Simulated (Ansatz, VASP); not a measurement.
**CdF2: VASP beside Ansatz**

```
Cd F
1.0
     0.00000    2.87379    2.49017
     2.71226    0.00000    2.49017
     2.71226    2.87379    0.00000
Cd F
1 2
Direct
  0.00000 0.00000 0.00000
  0.25000 0.25000 0.25000
  0.75000 0.75000 0.75000
```

Change from the starting cell: strain +e along x and -e along y -0.0300, strain +e along z and -e/2 along x and y -0.0750.

Alike in both runs: task single point; functional PBEsol; k mesh 8 × 8 × 8; occupations gaussian, width 0.05 eV; no spin polarisation.

|  | VASP | Ansatz |
| --- | --- | --- |
| version | VASP 6.6.1 | Ansatz 0.2.0 |
| potentials or method | VASP PAW PBE potentials, release 64 (Cd, F) | scalar-relativistic, plane waves, PAW |
| plane-wave cutoff (eV) | 520 | 520 |
| valence electrons in the cell | 26 | 34 |

Ansatz gave:

```
gap on the k mesh at the Fermi level (eV)       : 2.51
least direct gap on the mesh (eV)               : 3.07
pressure (GPa)                                  : 0.4
largest component of the traceless stress (GPa) : 9.08
```

**Question.** Estimate VASP's values.

**Answer.** gap on the k mesh at the Fermi level (eV): 2.48; least direct gap on the mesh (eV): 3.02; pressure (GPa): 1.2; largest component of the traceless stress (GPa): 8.94.

The two sets of potentials don't hold the same shells in valence.

Caveats: the PAW data sets were made with another functional, which shifts forces and pressure a little (VASP). A k mesh can miss the band edges.
